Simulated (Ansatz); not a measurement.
# HgSe: one input, then a changed one

The cell is COD entry 1538962, as deposited and not checked against the literature; nothing was relaxed. The listed cell was then made from it by scaling, straining or moving an atom.

First run: DFT, PBE, all-electron LAPW, scalar-relativistic (Ansatz 0.2.0).

Command: `ansatz run input.yaml --threads 1 --pin off --max-ram 2048MiB --backend cpu --events-out ev --progress --plain --runs-dir out` The run took 87 s on 1 thread of Arm Neoverse V1, on a shared host.

```yaml
crystal:
  lattice:
    - [0.0, 2.99046, 3.036]
    - [2.99046, 0.0, 3.036]
    - [2.99046, 2.99046, 0.0]
  atoms:
    - { symbol: Hg, position: [0.0, 0.0, 0.0] }
    - { symbol: Se, position: [0.75, 0.75, 0.75] }
kpoints:
  mp_grid: { grid: [9, 9, 9] }
scf:
  occupations: { method: fermi_dirac, width: 0.02 }
hamiltonian:
  xc: pbe
  pseudopotentials: { kind: all_electron, lapw: { basis_error: 0.00025 } }
output:
  forces: true
  stress: true
  eigenvalues: true
```

Result: converged; pressure 7.04 GPa; no gap on the k mesh; 7 SCF iterations.

Spin–orbit coupling is left out, though it moves levels of the heavy atoms by tenths of an eV or more.

The input is then changed:

```diff
@@ -8,7 +8,7 @@
     - { symbol: Se, position: [0.75, 0.75, 0.75] }
 kpoints:
-  mp_grid: { grid: [9, 9, 9] }
+  mp_grid: { grid: [6, 6, 6] }
 scf:
-  occupations: { method: fermi_dirac, width: 0.02 }
+  occupations: { method: cold, width: 0.005 }
 hamiltonian:
   xc: pbe
```

Predict the outcome of the changed run.

It converged; energy at zero smearing +4.1 meV/atom from the first run; pressure 7.09 GPa; no gap on the k mesh; 8 SCF iterations. Some of these settings are too coarse for converged properties.
